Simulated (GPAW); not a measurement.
Sr:

```xyz
1
Lattice="-2.4350 2.4350 2.4350 2.4350 -2.4350 2.4350 2.4350 2.4350 -2.4350" Properties=species:S:1:pos:R:3 pbc="T T T"
Sr    0.0000    0.0000    0.0000
```

This isn't the form of Sr at room conditions, which is fcc.

Base run:

- Program: GPAW 26.7.0
- Functional: PBEsol
- Potentials or basis: PAW data sets generated in the run's folder for this functional
- Cutoff: 600 eV
- Basis: pw
- k mesh: 8 × 8 × 8
- Occupations: gaussian, width 0.1 eV
- Spin: no spin polarisation

Its results: band gap on the k mesh none (metal or under the smearing width); pressure -1.2 GPa.

**Question.** The run is repeated on the same cell with these changes: functional from PBEsol to PBE; potentials or basis from PAW data sets generated in the run's folder for this functional to GPAW PAW data sets (gpaw-data 1.2.1). What comes out?

**Answer.** Band gap on the k mesh none (metal or under the smearing width); pressure -0.7 GPa.

Caveats: the cell was measured hot, at 901 K.
